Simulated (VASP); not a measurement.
# Hf (P6_3/mmc) in VASP: settings compared

One crystal, Hf, is run at these levels: LDA, PBEsol; tasks: relaxation of shape and atoms at fixed volume, relaxation of cell and atoms.

Everything below comes from runs of VASP 6.6.1. Logs are shortened: lines on timing, memory, paths and dates and some standing lists are left out, and cuts for length are marked.

## Step 1: Starting point

The structure is hexagonal, space group P6_3/mmc (No. 194). Conventional cell: a = 3.197 Å, b = 3.197 Å, c = 5.058 Å, α = 90.00°, β = 90.00°, γ = 120.00°. Around Hf (site symmetry -6m2) lie 12 Hf at 3.13 to 3.20 Å.

## Step 2: Relaxation of shape and atoms at fixed volume, LDA (a relaxed cell with its volume scaled by 1.04)

The input, INCAR:

```
SYSTEM = Hf
PREC = Accurate
ENCUT = 600
EDIFF = 1E-7
ISMEAR = 1
SIGMA = 0.1
LREAL = .FALSE.
LASPH = .TRUE.
NELM = 80
ALGO = Normal
ISIF = 4
LWAVE = .FALSE.
LCHARG = .FALSE.
IBRION = 2
NSW = 40
EDIFFG = -0.01
```

The input, KPOINTS:

```
Automatic mesh
0
G
  15 15 7
  0 0 0
```

The input, POSCAR:

```
Hf                                      
1.0
    3.1601891473      0.0000000000      0.0000000000
   -1.5800945737      2.7368040823      0.0000000000
    0.0000000000      0.0000000000      5.0090250028
  Hf            
     2
Direct
     0.3333333332999970    0.6666666667000030    0.2500000000000000
     0.6666666667000030    0.3333333332999970    0.7500000000000000
```

Potentials or basis: VASP PAW LDA potentials, release 64 (Hf_pv).

Run with:

```sh
$ cat potpaw_LDA.64/Hf_pv/POTCAR > POTCAR
$ mpirun -np 1 vasp_std > vasp.out
```

OUTCAR:

```text
SYSTEM = Hf
   PREC = Accurate
   ENCUT = 600
   EDIFF = 1E-7
   ISMEAR = 1
   LREAL = .FALSE.
   LASPH = .TRUE.
   NELM = 80
   ISIF = 4
   IBRION = 2
   NSW = 40
   EDIFFG = -0.01

 ion  position               nearest neighbor table
   1  0.333  0.667  0.250-   2 3.10   2 3.10   2 3.10   2 3.10   2 3.10   2 3.10
   2  0.667  0.333  0.750-   1 3.10   1 3.10   1 3.10   1 3.10   1 3.10   1 3.10

  LATTYP: Found a hexagonal cell.
 ALAT       =     3.1601891473
 C/A-ratio  =     1.5850396193

  Lattice vectors:

 A1 = (   3.1601891473,   0.0000000000,   0.0000000000)
 A2 = (  -1.5800945737,   2.7368040823,   0.0000000000)
 A3 = (   0.0000000000,   0.0000000000,   5.0090250028)

Analysis of symmetry for initial positions (statically):
=====================================================================
 Subroutine PRICEL returns:
 Original cell was already a primitive cell.

 Routine SETGRP: Setting up the symmetry group for a
 hexagonal supercell.

 Subroutine GETGRP returns: Found 24 space group operations
 (whereof 12 operations were pure point group operations)
 out of a pool of 24 trial point group operations.

The static configuration has the point symmetry D_3d.
 The point group associated with its full space group is D_6h.

Analysis of symmetry for dynamics (positions and initial velocities):
=====================================================================
 Subroutine PRICEL returns:
 Original cell was already a primitive cell.

 Routine SETGRP: Setting up the symmetry group for a
 hexagonal supercell.

 Subroutine GETGRP returns: Found 24 space group operations
 (whereof 12 operations were pure point group operations)
 out of a pool of 24 trial point group operations.

The dynamic configuration has the point symmetry D_3d.
 The point group associated with its full space group is D_6h.

 Subroutine INISYM returns: Found 24 space group operations
 (whereof 12 operations are pure point group operations),
 and found     1 'primitive' translations

----------------------------------------------------------------------------------------

                                     Primitive cell

[... 155 lines left out ...]
  energy-cutoff  :      600.00
  volume of cell :       43.32
      direct lattice vectors                 reciprocal lattice vectors
     3.160189147  0.000000000  0.000000000     0.316436755  0.182694846  0.000000000
    -1.580094574  2.736804082  0.000000000     0.000000000  0.365389692  0.000000000
     0.000000000  0.000000000  5.009025003     0.000000000  0.000000000  0.199639650

 POSITION                                       TOTAL-FORCE (eV/Angst)
 -----------------------------------------------------------------------------------
     -0.00000      1.82454      1.25226         0.000000      0.000000      0.000000
      1.58009      0.91227      3.75677        -0.000000     -0.000000      0.000000
 -----------------------------------------------------------------------------------
    total drift:                                0.000000     -0.000000      0.000000

  FREE ENERGIE OF THE ION-ELECTRON SYSTEM (eV)
  ---------------------------------------------------
  free  energy   TOTEN  =       -21.3675879082 eV

  energy  without entropy=      -21.3674505364  energy(sigma->0) =      -21.36754212

--------------------------------------- Ionic step        2  -------------------------------------------

 number of electron      19.9999998 magnetization

 Free energy of the ion-electron system (eV)
  ---------------------------------------------------
  ext. energy  EPLUGINS =         0.00000000
  ---------------------------------------------------
  free energy    TOTEN  =       -21.36763936 eV

  energy without entropy =      -21.36752973  energy(sigma->0) =      -21.36760281

 E-fermi :   5.0289     XC(G=0): -11.6185

 val. band max:        5.0258791841   @ k =   0.0000   0.0000   0.4286
 cond. band min:       5.0525230677   @ k =   0.3333   0.3333   0.2857
 fundamental gap:      0.0266438835
 Fermi energy:         5.0289391043

 k-point     1 :       0.0000    0.0000    0.0000
  band No.  band energies     occupation
      1     -25.9026      2.00000
      2     -25.0567      2.00000
      3     -25.0567      2.00000
      4     -24.9164      2.00000
      5     -24.9120      2.00000
      6     -24.9120      2.00000
      7      -2.4041      2.00000
      8       1.2141      2.00000
      9       5.9335     -0.00000
     10       6.1366     -0.00000
     11       6.1366     -0.00000
     12       6.4223     -0.00000
     13       6.9839     -0.00000
     14       6.9839     -0.00000
[... 377 lines left out ...]
      1     -25.6411      2.00000
      2     -25.4776      2.00000
      3     -25.4192      2.00000
      4     -25.3716      2.00000
      5     -25.2209      2.00000
      6     -25.1606      2.00000
      7       2.4499      2.00000
      8       2.7436      2.00000
      9       2.9929      2.00000
     10       3.8864      2.00000
     11       5.3600     -0.00003
     12       5.6796     -0.00000
     13       6.9038     -0.00000
     14      10.1866      0.00000

 [... further k-points ...]

------------------------ aborting loop because EDIFF is reached ----------------------------------------

  FORCE on cell =-STRESS in cart. coord.  units (eV):
  Direction    XX          YY          ZZ          XY          YZ          ZX
  --------------------------------------------------------------------------------------
  -------------------------------------------------------------------------------------
  Total       -1.1910968     -1.1910968     -1.2088822      0.0000000      0.0000000      0.0000000
  in kB      -44.0501759    -44.0501759    -44.7079301      0.0000000      0.0000000      0.0000000
  external PRESSURE =     -44.2694273 kB  Pullay stress =       0.0000000 kB

 VOLUME and BASIS-vectors are now :
 -----------------------------------------------------------------------------
  energy-cutoff  :      600.00
  volume of cell :       43.32
      direct lattice vectors                 reciprocal lattice vectors
     3.162017766  0.000000000  0.000000000     0.316253758  0.182589192 -0.000000000
    -1.581008883  2.738387712 -0.000000000    -0.000000000  0.365178384 -0.000000000
    -0.000000000  0.000000000  5.003233164    -0.000000000  0.000000000  0.199870757

 POSITION                                       TOTAL-FORCE (eV/Angst)
 -----------------------------------------------------------------------------------
     -0.00000      1.82559      1.25081         0.000000     -0.000000      0.000000
      1.58101      0.91280      3.75242        -0.000000      0.000000      0.000000
 -----------------------------------------------------------------------------------
    total drift:                                0.000000     -0.000000      0.000000

  FREE ENERGIE OF THE ION-ELECTRON SYSTEM (eV)
  ---------------------------------------------------
  free  energy   TOTEN  =       -21.3676393561 eV

  energy  without entropy=      -21.3675297315  energy(sigma->0) =      -21.36760281

 reached required accuracy - stopping structural energy minimisation
```

Wall time 2.1 min (1 thread of AMD EPYC 7R13 (Zen 3), shared host); peak memory 0.17 GiB.

Results:

```yaml
Free_energy: -21.3676 eV
Energy_gained_by_relaxing: 0.0 meV/atom
Ionic_steps: 2
Pressure_after_relaxing: -4.4 GPa
Band_gap_on_the_k_mesh: none (metal or under the smearing width)
```

Final structure:
```
CELL_PARAMETERS angstrom
3.16202 0.00000 0.00000
-1.58101 2.73839 0.00000
0.00000 0.00000 5.00323
ATOMIC_POSITIONS crystal
Hf 0.33333 0.66667 0.25000
Hf 0.66667 0.33333 0.75000
```

The run has no spin-orbit coupling, so splittings on Hf are missing.

## Step 3: Relaxation of shape and atoms at fixed volume, LDA (a relaxed cell with its volume scaled by 1.06)

INCAR is that of step 2.

KPOINTS is that of step 2.

The input, POSCAR:

```
Hf                                      
1.0
    3.1803182833      0.0000000000      0.0000000000
   -1.5901591417      2.7542364255      0.0000000000
    0.0000000000      0.0000000000      5.0409304809
  Hf            
     2
Direct
     0.3333333332999970    0.6666666667000030    0.2500000000000000
     0.6666666667000030    0.3333333332999970    0.7500000000000000
```

Potentials or basis: VASP PAW LDA potentials, release 64 (Hf_pv).

Run with:

```sh
$ cat potpaw_LDA.64/Hf_pv/POTCAR > POTCAR
$ mpirun -np 1 vasp_std > vasp.out
```

It took 2.2 min on 1 thread of AMD EPYC 7R13 (Zen 3), shared host; peak memory 0.18 GiB.

Results (log left out):

| Item | Value |
| --- | --- |
| Free energy | -21.3396 eV |
| Energy gained by relaxing | 0.1 meV/atom |
| Ionic steps | 2 |
| Pressure after relaxing | -6.4 GPa |
| Band gap on the k mesh | none (metal or under the smearing width) |

Stress tensor (GPa, compression positive):
```
-6.35  0.00  0.00
 0.00 -6.35  0.00
 0.00  0.00 -6.44
```

Step by step:
| step | energy change (eV) | largest force (eV/Å) | pressure (GPa) |
| --- | --- | --- | --- |
| 1 | 0.0000 | 0.0000 | -6.40 |
| 2 | -0.0001 | 0.0000 | -6.38 |

Final structure:
```
Hf
1.0
     3.18294    0.00000    0.00000
    -1.59147    2.75651    0.00000
     0.00000    0.00000    5.03263
Hf
2
Direct
  0.33333 0.66667 0.25000
  0.66667 0.33333 0.75000
```

Levels at points of the mesh, in eV from the Fermi level:
```tsv
k point	band 7	band 8	band 9	band 10	band 11	band 12	band 13	band 14
(0.00, 0.00, 0.00)	-7.37	-3.75	0.84	1.10	1.10	1.39	1.93	1.93
```

The run has no spin-orbit coupling, so splittings on Hf are missing.

## Step 4: Relaxation of cell and atoms, PBEsol

The input, INCAR:

```
PREC = Accurate ; ENCUT = 600
EDIFF = 1E-6 ; ISMEAR = 1
SIGMA = 0.1 ; LREAL = F
LASPH = T ; NELM = 80
ALGO = Normal ; ISIF = 3
LWAVE = F ; LCHARG = F
GGA = PS ; IBRION = 2
NSW = 90 ; EDIFFG = -0.01
```

The input, KPOINTS:

```
Automatic mesh
0
Gamma
  15 15 7
```

The input, POSCAR:

```
Hf
1.0
    3.1967000000      0.0000000000      0.0000000000
   -1.5983500000      2.7684234083      0.0000000000
    0.0000000000      0.0000000000      5.0578000000
Hf
2
Direct
    0.3333333333      0.6666666667      0.2500000000
    0.6666666667      0.3333333333      0.7500000000
```

Potentials or basis: VASP PAW PBE potentials, release 64 (Hf_pv).

Run with:

```sh
$ cat potpaw_PBE.64/Hf_pv/POTCAR > POTCAR
$ mpirun -np 1 vasp_std > vasp.out
```

Run time: 89 s. Hardware: 1 thread of Intel Xeon Platinum 8488C (Sapphire Rapids), shared host; peak memory 0.23 GiB.

It converged, with:

| Property | Result |
| --- | --- |
| Free energy | -21.0068 eV |
| Relaxed volume | 21.53 Å³/atom |
| Relaxed cell | a = 3.157 Å, b = 3.157 Å, c = 4.990 Å, α = 90.00°, β = 90.00°, γ = 120.00° |
| Space group after relaxing (to 0.05 Å) | P6_3/mmc (No. 194) |
| Energy gained by relaxing | 11.6 meV/atom |
| Ionic steps | 3 |
| Pressure after relaxing | -0.1 GPa |
| Band gap on the k mesh | none (metal or under the smearing width) |

The path:
```csv
step,energy change (eV),largest force (eV/Å),pressure (GPa),volume (Å³)
1,0.0000,0.0000,-4.21,44.76
2,0.0123,0.0000,5.92,41.06
3,-0.0232,0.0000,-0.05,43.06
```

Final structure:
```
Hf
1.0
     3.15667    0.00000    0.00000
    -1.57834    2.73376    0.00000
     0.00000    0.00000    4.99035
Hf
2
Direct
  0.33333 0.66667 0.25000
  0.66667 0.33333 0.75000
```

Levels at points of the mesh, in eV from the Fermi level:
```csv
k point,band 7,band 8,band 9,band 10,band 11,band 12,band 13,band 14
"(0.00, 0.00, 0.00)",-7.53,-3.85,0.80,1.16,1.16,1.46,2.03,2.03
```

Caveat: the PAW data sets were made with another functional, which shifts forces and pressure a little.

## Step 5: Relaxation of cell and atoms, PBEsol

This run uses another cell than the first one, of 21.53 Å³/atom, 0.962 times its volume.

The input, INCAR:

```
PREC = Accurate ; ENCUT = 600
EDIFF = 1E-7 ; ISMEAR = 1
SIGMA = 0.1 ; LREAL = F
LASPH = T ; NELM = 80
ALGO = Normal ; ISIF = 3
LWAVE = F ; LCHARG = F
GGA = PS ; IBRION = 2
NSW = 90 ; EDIFFG = -0.005
```

KPOINTS is that of step 4.

The input, POSCAR:

```
Hf                                      
1.0
    3.1566728304      0.0000000000      0.0000000000
   -1.5783364152      2.7337588626      0.0000000000
    0.0000000000      0.0000000000      4.9903549735
  Hf            
     2
Direct
     0.3333333332999970    0.6666666667000030    0.2500000000000000
     0.6666666667000030    0.3333333332999970    0.7500000000000000
```

Run with:

```sh
$ cat potpaw_PBE.64/Hf_pv/POTCAR > POTCAR
$ mpirun -np 1 vasp_std > vasp.out
```

Wall time 79 s (1 thread of Intel Xeon Platinum 8488C (Sapphire Rapids), shared host); peak memory 0.23 GiB.

The run converged. Its results:

| Property | Result |
| --- | --- |
| Free energy | -21.0066 eV |
| Relaxed volume | 21.52 Å³/atom |
| Relaxed cell | a = 3.156 Å, b = 3.156 Å, c = 4.990 Å, α = 90.00°, β = 90.00°, γ = 120.00° |
| Space group after relaxing (to 0.05 Å) | P6_3/mmc (No. 194) |
| Energy gained by relaxing | 0.0 meV/atom |
| Ionic steps | 3 |
| Pressure after relaxing | 0.0 GPa |
| Band gap on the k mesh | none (metal or under the smearing width) |

Final structure:
```cif
data_structure
_symmetry_space_group_name_H-M 'P 1'
_symmetry_Int_Tables_number 1
_cell_length_a 3.1560
_cell_length_b 3.1560
_cell_length_c 4.9901
_cell_angle_alpha 90.000
_cell_angle_beta 90.000
_cell_angle_gamma 120.000
_cell_volume 43.04
loop_
_atom_site_label
_atom_site_type_symbol
_atom_site_fract_x
_atom_site_fract_y
_atom_site_fract_z
_atom_site_occupancy
Hf1 Hf 0.33333 0.66667 0.25000 1
Hf2 Hf 0.66667 0.33333 0.75000 1
```

Levels at points of the mesh, in eV from the Fermi level:
```
           k point  band 6  band 7  band 8  band 9  band 10  band 11  band 12  band 13  band 14
(0.00, 0.00, 0.00)  -30.02   -7.53   -3.85    0.80     1.16     1.16     1.46     2.03     2.03
```

Caveat: the PAW data sets were made with another functional, which shifts forces and pressure a little. Spin-orbit coupling is left out, which matters for the levels of Hf.

## Step 6: Summary

| task | level | potentials or basis | cell | gap on the mesh (eV) | pressure (GPa) |
| --- | --- | --- | --- | --- | --- |
| relaxation of shape and atoms at fixed volume | LDA | VASP PAW LDA potentials, release 64 (Hf_pv) | atoms relaxed at fixed volume from: a relaxed cell with its volume scaled by 1.04 | none | -4.4 |
| relaxation of shape and atoms at fixed volume | LDA | VASP PAW LDA potentials, release 64 (Hf_pv) | atoms relaxed at fixed volume from: a relaxed cell with its volume scaled by 1.06 | none | -6.4 |
| relaxation of cell and atoms | PBEsol | VASP PAW PBE potentials, release 64 (Hf_pv) | relaxed | none | 0.0 |

Alike in all rows: no spin polarisation; k mesh 15 × 15 × 7; cutoff (eV) 600; smearing methfessel-paxton 0.1 eV.

Caveats: the PAW data sets were made with another functional, which shifts forces and pressure a little (some runs).

Total energies depend on the potentials used, so only differences within one code and one set of settings carry meaning.
